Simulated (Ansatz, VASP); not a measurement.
**One calculation of KF (Carobbiite), two programs**

File INCAR:

```
  PREC = Accurate
  ENCUT = 600
  EDIFF = 1E-6
  ISMEAR = -1
  SIGMA = 0.05
  LREAL = F
  LASPH = T
  NELM = 80
  ALGO = Normal
  ISIF = 3
  LWAVE = F
  LCHARG = F
  GGA = PE
  IBRION = 2
  NSW = 60
  EDIFFG = -0.01
```

File KPOINTS:

```
Automatic mesh
0
Gamma
  9 9 9
```

Contents of POSCAR:

```
KF
1.0
    0.0000000000      2.6718500000      2.6718500000
    2.6718500000      0.0000000000      2.6718500000
    2.6718500000      2.6718500000      0.0000000000
K F
1 1
Direct
    0.0000000000      0.0000000000      0.0000000000
    0.5000000000      0.5000000000      0.5000000000
```

File input.yaml:

```yaml
crystal:
  lattice:
    - [0.0, 2.67185, 2.67185]
    - [2.67185, 0.0, 2.67185]
    - [2.67185, 2.67185, 0.0]
  atoms:
    - { symbol: K, position: [0.0, 0.0, 0.0] }
    - { symbol: F, position: [0.5, 0.5, 0.5] }
hamiltonian:
  xc: pbe
  pseudopotentials: { kind: paw }
kpoints:
  mp_grid: { grid: [9, 9, 9] }
scf:
  occupations: { method: fermi_dirac, width: 0.05 }
output:
  forces: true
  stress: true
  eigenvalues: true
relax:
  f_tol: 0.01
  max_steps: 40
  cell: { stress_tol: 0.05 }
```

Alike in both runs: task relaxation of cell and atoms; functional PBE; k mesh 9 × 9 × 9; occupations fermi-dirac, width 0.05 eV; no spin polarisation.

```csv
,VASP,Ansatz
version,VASP 6.6.1,Ansatz 0.2.0
potentials or method,"VASP PAW PBE potentials, release 64 (K_sv, F)",Ansatz PAW
plane-wave cutoff (eV),600,420
valence electrons in the cell,16,16
```

```csv
,VASP,Ansatz,Ansatz less VASP
"gap on the k mesh at the Fermi level, each at its own relaxed structure (eV)",5.95,5.97,+0.021
relaxed volume (Å³/atom),19.92,19.89,-0.029
relaxed cell length with the largest relative difference (Å),3.833,3.832,-0.0019
energy change over the relaxation (meV/atom),-3,-3,0.0
```

Caveats: an odd mesh through Γ misses points on the zone boundary, where band edges often lie (VASP); odd divisions of the mesh miss points on the zone boundary, where band edges often lie, so the gap on the mesh can be too wide (Ansatz); the plane-wave basis is chosen anew once the cell has moved, so the energies of steps on either side of that aren't comparable (Ansatz). PBE usually gives volumes a little too large and moduli too small.
